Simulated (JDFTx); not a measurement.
**In under changes of volume**

One of the cells (26.686 Å³/atom); the others are scaled copies at fixed shape and fractional positions:

```
In
1.0
    -1.88253    1.88253    1.88253
     1.88253   -1.88253    1.88253
     1.88253    1.88253   -1.88253
In
1
Direct
  0.00000 0.00000 0.00000
```

This isn't the form of In at room conditions, which is tetragonal.

* Program: JDFTx 1.7.0 (patched build)
* Functional: PBEsol
* Potentials or basis: PseudoDojo-SR-PBEsol-0.4.1-standard with smoothed tails
* Cutoff: 952 eV
* Density cutoff: 3810 eV
* k mesh: 10 × 10 × 10
* Occupations: fermi-dirac, width 0.05 eV
* Spin: no spin polarisation

```csv
volume (Å³/atom),energy over the lowest point (meV/atom),pressure (GPa)
25.085,2.32,1.3
25.618,0.00,0.3
26.152,0.60,-0.6
26.686,3.74,-1.3
27.220,9.14,-2.0
27.753,?,?
28.287,25.91,-3.1
```

Task: What does the run at 27.753 Å³/atom give?

Result: Energy over the lowest point 16.59 meV/atom; pressure -2.6 GPa.

Worked out: A Birch-Murnaghan fit of order 3 (a polynomial in V^(-2/3)) to the other rows has its minimum at 25.77 Å³/atom with B0 = V·E''(V) = 40 GPa and B' = 4.5. It gives 16.61 meV/atom at 27.753 Å³/atom, against the run's 16.59, and -dE/dV = -2.5 GPa, against -2.6.

Energies are extrapolated to zero smearing.
